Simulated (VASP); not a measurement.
Input of a VASP 6.6.1 run:

INCAR

```
SYSTEM = CdS
PREC = Accurate ; ENCUT = 520
EDIFF = 1E-8 ; ISMEAR = 0
SIGMA = 0.02 ; LREAL = .False.
LASPH = .True. ; NELM = 60
ALGO = Normal ; ISIF = 2
LWAVE = .False. ; LCHARG = .False.
GGA = PE ; LEPSILON = .True.
IBRION = 8 ; NSW = 1
```

The input KPOINTS:

```
Automatic mesh
0
Gamma
  10 10 10
  0 0 0
```

POSCAR

```
CdS
1.0
    0.0000000000      2.9165000000      2.9165000000
    2.9165000000      0.0000000000      2.9165000000
    2.9165000000      2.9165000000      0.0000000000
Cd S
1 1
Direct
    0.0000000000      0.0000000000      0.0000000000
    0.2500000000      0.2500000000      0.2500000000
```

Potentials or basis: VASP PAW PBE potentials, release 64 (Cd, S).

Command:

```console
$ cat potpaw_PBE.64/Cd/POTCAR potpaw_PBE.64/S/POTCAR > POTCAR
$ mpirun -np 1 vasp_std > vasp.out
```

What does it give for the electronic dielectric tensor (diagonal)?

6.26.

What does it give for the Born charges (mean of the diagonal)?

Cd +2.19; S -2.19 e.

Predict the band gap on the k mesh.

1.15 eV, direct.

Born effective charge tensors (e):
atom 1, Cd
```
2.19 0.00 0.00
0.00 2.19 0.00
0.00 0.00 2.19
```
atom 2, S
```
-2.19  0.00  0.00
 0.00 -2.19  0.00
 0.00  0.00 -2.19
```

A hybrid or GW would open this gap; PBE tends to underestimate it.
